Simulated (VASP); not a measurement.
Crystal: AlAu.

```
CELL_PARAMETERS angstrom
3.22394 0.00000 0.00000
0.00000 3.22394 0.00000
0.00000 0.00000 3.22394
ATOMIC_POSITIONS crystal
Al 0.00000 0.00000 0.00000
Au 0.50000 0.50000 0.50000
```

The cell comes from a database or a generator and needn't be the stable form of this composition.

Base run:

* Program: VASP 6.6.1
* Functional: LDA
* Potentials or basis: VASP PAW LDA potentials, release 64 (Al, Au)
* Cutoff: 520 eV
* k mesh: 13 × 13 × 13
* Occupations: fermi-dirac, width 0.05 eV
* Spin: no spin polarisation

Its results: band gap on the k mesh none (metal or under the smearing width); pressure -7.4 GPa.

Q: The run is repeated on the same cell with these changes: functional from LDA to r2SCAN; potentials or basis from VASP PAW LDA potentials, release 64 (Al, Au) to VASP PAW PBE potentials, release 64 (Al, Au). What comes out?

A: Band gap on the k mesh none (metal or under the smearing width); pressure -5.0 GPa.

Caveats: the PAW data sets were made with another functional, which shifts forces and pressure a little (some runs).
